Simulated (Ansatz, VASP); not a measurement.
**One calculation of BN, two programs**

File INCAR:

```
PREC = Accurate
ENCUT = 520
EDIFF = 1E-6
ISMEAR = 0
SIGMA = 0.05
LREAL = F
LASPH = T
NELM = 80
ALGO = Normal
ISIF = 2
LWAVE = F
LCHARG = F
GGA = PE
NBANDS = 16
```

Contents of KPOINTS:

```
Automatic mesh
0
Gamma
  12 12 6
```

POSCAR

```
BN
1.0
    2.5545800962      0.0000000000      0.0000000000
   -1.2772900481      2.2123312593      0.0000000000
    0.0000000000      0.0000000000      4.2245145363
B N
2 2
Direct
    0.6666666667      0.3333333333      0.9998058548
    0.3333333333      0.6666666667      0.4998058548
    0.6985722300      0.3971444601      0.6371958973
    0.3652388967      0.7304777934      0.1371958973
```

Input for Ansatz:

```yaml
crystal:
  lattice:
    - [2.5545800962, 0.0, 0.0]
    - [-1.2772900481, 2.2123312593, 0.0]
    - [0.0, 0.0, 4.2245145363]
  atoms:
    - { symbol: B, position: [0.6666666667, 0.3333333333, 0.9998058548] }
    - { symbol: B, position: [0.3333333333, 0.6666666667, 0.4998058548] }
    - { symbol: "N", position: [0.69857223, 0.3971444601, 0.6371958973] }
    - { symbol: "N", position: [0.3652388967, 0.7304777934, 0.1371958973] }
basis:
  ecutwfc: 420
kpoints:
  mp_grid: { grid: [12, 12, 6] }
hamiltonian:
  xc: pbe
scf:
  occupations: { method: gaussian, width: 0.05 }
output:
  forces: true
  stress: true
  eigenvalues: true
```

Change from the starting cell: all N atoms moved -0.150 Å, as atom 3 towards its neighbour atom 2 (B) at 1.567 Å.

Alike in both runs: task single point; functional PBE; k mesh 12 × 12 × 6; occupations gaussian, width 0.05 eV; no spin polarisation.

```csv
,VASP,Ansatz
version,VASP 6.6.1,Ansatz 0.2.0
potentials or method,"VASP PAW PBE potentials, release 64 (B, N)","scalar-relativistic, plane waves, PAW"
plane-wave cutoff (eV),520,420
valence electrons in the cell,16,16
```

|  | VASP | Ansatz | Ansatz less VASP |
| --- | --- | --- | --- |
| gap on the k mesh at the Fermi level (eV) | 3.78 | 3.79 | +0.015 |
| least direct gap on the mesh (eV) | 7.13 | 7.14 | +0.005 |
| pressure (GPa) | 5.6 | 5.4 | -0.17 |
| largest component of the traceless stress (GPa) | 4.63 | 4.71 | +0.074 |
| rms of the force components (eV/Å) | 1.832 | 1.825 | -0.0068 |

Atom by atom the forces differ by 0.007 eV/Å (rms over components).

Caveats: forces of over 1 eV/Å show positions far from the minimum, so gaps and moduli don't describe the material at rest. A k mesh can miss the band edges.
